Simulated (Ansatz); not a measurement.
Structure relaxation of Al

Computed with DFT PBEsol, scalar-relativistic, plane waves, PAW (Ansatz). Cutoff 420 eV, Γ-centred k mesh, Gaussian smearing, no spin polarisation in the final step.

Al was placed on the omega structure type (P6/mmm, No. 191), at a guessed volume.

```xyz
3
Lattice="4.7643 0.0000 0.0000 -2.3822 4.1260 0.0000 0.0000 0.0000 2.9207" Properties=species:S:1:pos:R:3 pbc="T T T"
Al    0.0000    0.0000    0.0000
Al    0.0000    2.7507    1.4604
Al    2.3822    1.3753    1.4604
```

Cell and atoms relax at zero pressure; the relaxation can't lower the symmetry of the start. After a coarse first stage the cell is made exact in the group found at 0.06 Å.

Energies count from the standard state of Al at the same level.

Question: What does it relax into?

Answer: It keeps P6/mmm (No. 191). The result has the omega structure. Conventional cell: a = 4.583 Å, c = 2.769 Å. Al on Wyckoff site a (1 atom of the primitive cell) has 2 Al at 2.77 Å and 12 Al at 2.99 Å; Al on Wyckoff site d (2 atoms of the primitive cell) is coordinated by 5 Al at 2.65–2.77 Å and 6 Al at 2.99 Å.

```cif
data_structure
_symmetry_space_group_name_H-M 'P6/mmm'
_symmetry_Int_Tables_number 191
_cell_length_a 4.5831
_cell_length_b 4.5831
_cell_length_c 2.7693
_cell_angle_alpha 90.000
_cell_angle_beta 90.000
_cell_angle_gamma 120.000
_cell_volume 50.38
loop_
_atom_site_label
_atom_site_type_symbol
_atom_site_symmetry_multiplicity
_atom_site_Wyckoff_symbol
_atom_site_fract_x
_atom_site_fract_y
_atom_site_fract_z
_atom_site_occupancy
Al1 Al 1 a 0.00000 0.00000 0.00000 1
Al2 Al 2 d 0.33333 0.66667 0.50000 1
```

Question: What are its volume, energy, density and gap?

Answer: The volume per atom is 16.79 Å³, the density is 2.67 g/cm³ and the energy over the standard structure is 0.12 eV/atom. The gap on the 12×12×16 mesh is 0 eV (a metal).

The final run used a 12×12×16 mesh on its 3-atom cell and 0.10 eV smearing. The k mesh leaves about 4 meV/atom of noise in metals. A later test with randomly moved atoms lowered the energy by 120 meV/atom on a coarse mesh, so it isn't stable against such moves and is likely a saddle point held by symmetry.

This form isn't the element's structure at ambient conditions.